Which functional should be trusted for the band gap of lead sulfide, an absorber in infrared detectors, when its size decides which light is detected? Real PbS has a gap of roughly 0.3 eV when cold (a recalled figure). Measured against that, PBEsol and several others look good and r2SCAN looks poor. That ranking is misleading, because the printed gap does not show which level lies on top.

Kohn-Sham DFT calculations with GPAW 26.7.0 for PbS (Fm-3m) in one fixed cell, using PAW and plane waves up to 600 eV, a 6 × 6 × 6 k mesh and Fermi-Dirac smearing of 0.05 eV. The gaps are taken on this mesh and include spin-orbit coupling, which was added after self-consistency.

| functional | potentials | gap on mesh (eV) | direct gap on mesh (eV) |
| --- | --- | --- | --- |
| PBE | GPAW-PAW-data-sets-(gpaw-data-1.2.1) | 0.275 | 0.275 |
| PBEsol | PAW-data-sets-made-by gpaw-setup-for-the-functional | 0.364 | 0.364 |
| r2SCAN | GPAW-PAW-data-sets-(gpaw-data-1.2.1) | 0.040 | 0.040 |
| BEEF-vdW | GPAW-PAW-data-sets-(gpaw-data-1.2.1) | 0.158 | 0.158 |
| BP86 | PAW-data-sets-made-by gpaw-setup-for-the-functional | 0.282 | 0.282 |
| C09-vdW | GPAW-PAW-data-sets-(gpaw-data-1.2.1) | 0.329 | 0.329 |
| PBEint | PAW-data-sets-made-by gpaw-setup-for-the-functional | 0.332 | 0.332 |
| TPSS | GPAW-PAW-data-sets-(gpaw-data-1.2.1) | 0.221 | 0.221 |
| vdW-DF | GPAW-PAW-data-sets-(gpaw-data-1.2.1) | 0.151 | 0.151 |
| vdW-DF-cx | GPAW-PAW-data-sets-(gpaw-data-1.2.1) | 0.313 | 0.313 |

The order of the levels comes out when the band edges of the same calculations are compared before and after spin-orbit coupling is added. In every row the new conduction edge lies within about 0.001 eV of the old valence edge. The other level, the old conduction edge, has dropped by 0.53 to 0.63 eV and now forms the valence edge. The natural reading is that one level stays put while the other falls through it. Band characters were not printed, but if the order had been kept, the valence edge would have had to fall by 0.04 eV in one row and 0.36 eV in another.

Chemistry explains why only one level moves. The edges of PbS lie at the point L on the zone boundary. The valence edge there is mainly sulfur 3p mixed with lead 6s, and spin-orbit coupling is weak for a light atom and absent for an s orbital. The conduction edge is mainly lead 6p, where the heavy nucleus makes the coupling strong. It mixes this level with higher 6p levels, and the repulsion between them pushes the lower one down.

The printed gap is therefore the fall of the lead level minus the gap without spin-orbit coupling. Suppose the fall were the same for every functional and take it from PBE, 0.584 eV. BEEF-vdW has a gap of 0.445 eV before the coupling, so the estimate is 0.584 − 0.445 = 0.139 eV, against a printed 0.158 eV. Over the nine rows other than PBE the estimate misses by at most 0.05 eV, as the output below shows. The functional thus acts mainly through the gap before coupling, and a functional that opens this gap more mostly leaves a smaller printed one. The exception is BP86, which has a wider gap before coupling than PBE and TPSS but also a larger printed one.

In one pair of rows the change in the gap before coupling can be traced mainly to exchange. C09-vdW and vdW-DF share the same correlation and the same kind of data sets but differ in exchange. Before the coupling their gaps are 0.238 and 0.483 eV. The exchange in vdW-DF responds more strongly to density gradients, and the same difference plausibly places PBEsol and PBEint at the narrow end, though their data sets are of another kind. For another functional whose exchange responds as strongly to gradients as that of vdW-DF, one would guess a wider gap before coupling than with C09-vdW, and a weaker inversion after it.

TPSS shows where a common fall is too simple. Before the coupling its gap nearly equals that of PBE, yet its printed gap is 0.05 eV smaller, because its lead level falls less. Both meta-GGAs, TPSS and r2SCAN, leave the exchange-correlation potential out of the spin-orbit step. This may contribute, but it does not keep r2SCAN's lead level from falling more than PBE's. The distance to the higher levels that push the lead level down probably matters too: at L it is 1.7 eV in TPSS but 1.5 eV in r2SCAN, and levels farther away push less. Differences of this size between a meta-GGA and a GGA should not be credited to the functional alone.

Now the ranking can be read properly. PBEsol's 0.364 eV is the strongest inversion in the table; counted as a negative gap, it misses the real one by about 0.7 eV, not by 0.06 eV. r2SCAN, with the smallest printed gap, is the closest to the correct order, though still about 0.3 eV from the real gap. Leaving out the coupling restores the order, and PBE then gives 0.310 eV. That agreement is accidental too, since it omits a real shift, which these runs put, probably too high, at nearly twice the gap. Functionals of the kinds in this table are known to make gaps too small, so the gap before coupling is probably too narrow as well. A hybrid functional or a GW calculation would be expected to widen it.

The functional is not the only suspect. The spin-orbit splittings of all these runs are flagged as too wide, which exaggerates the fall and with it the inversion. In r2SCAN, 94 % of the calculated fall is already enough to close the gap, so a slightly smaller fall would restore the normal order. In PBEsol 36 % is enough, and the fall would have to shrink by almost two thirds. The correct fall is not known from these runs, so they cannot decide which functionals would still invert the bands.

A detector asks for more than any row delivers. Moving the gap from 0.3 to 0.4 eV shifts the longest detectable wavelength from roughly 4 to 3 µm, so the gap is needed to well within 0.1 eV. Even in one fixed cell and among the rows with the same kind of data sets, the choice of functional moves it by 0.33 eV before coupling. Relaxing the cell with each functional would be expected to change the gaps further. Cost is a poor guide here: the coupling is a single step after self-consistency, and meta-GGAs or non-local correlation add only moderate work to a GGA.

For a narrow-gap lead compound with a light anion such as sulfur, compare the band edges before and after the coupling first. This is simplest when the coupling is added after self-consistency, as here, because the density then stays the same. If the new conduction edge sits where the old valence edge was, treat the gap as negative and do not convert it into a wavelength. Then check the size of the splitting with an independent treatment of the lead atom, and only after that compare functionals. Inverted bands also need a search around L, because their smallest gap may lie between the mesh points; the runs with r2SCAN, BEEF-vdW and vdW-DF carry a warning that their small gaps may close there.

The analysis program printed:

```
Levels in eV:
        row  gap without spin-orbit  shift of level that stays  fall of the other level  printed gap
        PBE                  0.3097                   0.001294                   0.5837        0.275
     PBEsol                  0.2028                   0.001433                   0.5654        0.364
     r2SCAN                  0.5656                   0.001176                   0.6046         0.04
   BEEF-vdW                  0.4451                   0.001282                   0.6017        0.158
       BP86                   0.331                   0.001378                   0.6119        0.282
    C09-vdW                  0.2377                   0.001318                   0.5652        0.329
     PBEint                  0.2344                   0.001341                   0.5652        0.332
       TPSS                  0.3139                   0.001327                    0.534        0.221
     vdW-DF                  0.4825                   0.001278                   0.6321        0.151
  vdW-DF-cx                  0.2588                   0.001357                     0.57        0.313
Reading the gap:
        row  estimate with PBE fall eV  estimate less printed eV  percent of fall that closes gap  apparent miss eV  miss with inverted sign eV
        PBE                      0.274                 -0.000994                            53.06            -0.025                      -0.575
     PBEsol                     0.3809                   0.01694                            35.87             0.064                      -0.664
     r2SCAN                    0.01815                  -0.02185                            93.55             -0.26                       -0.34
   BEEF-vdW                     0.1386                  -0.01942                            73.99            -0.142                      -0.458
       BP86                     0.2528                  -0.02924                            54.09            -0.018                      -0.582
    C09-vdW                      0.346                   0.01703                            42.06             0.029                      -0.629
     PBEint                     0.3494                   0.01738                            41.46             0.032                      -0.632
       TPSS                     0.2698                   0.04883                            58.79            -0.079                      -0.521
     vdW-DF                     0.1012                  -0.04979                            76.33            -0.149                      -0.451
  vdW-DF-cx                     0.3249                   0.01193                             45.4             0.013                      -0.613
Span of gaps without spin-orbit coupling (eV): 0.3628
Span of the fall (eV): 0.09816
Span of printed gaps (eV): 0.324
Rank correlation of gap without coupling and printed gap: -0.9636
Smallest valence edge fall if the order were kept (eV): 0.03902
Largest valence edge fall if the order were kept (eV): 0.3626
Largest miss of the estimate with the PBE fall (eV): 0.04979
PBE less TPSS, printed gap (eV): 0.054
PBE less TPSS, fall (eV): 0.04975
r2SCAN, next conduction pair above the conduction edge at L (eV): 1.546
TPSS, next conduction pair above the conduction edge at L (eV): 1.711
Rough cut-off wavelength for a gap of 0.3 eV (micrometre): 4
Rough cut-off wavelength for a gap of 0.4 eV (micrometre): 3
```
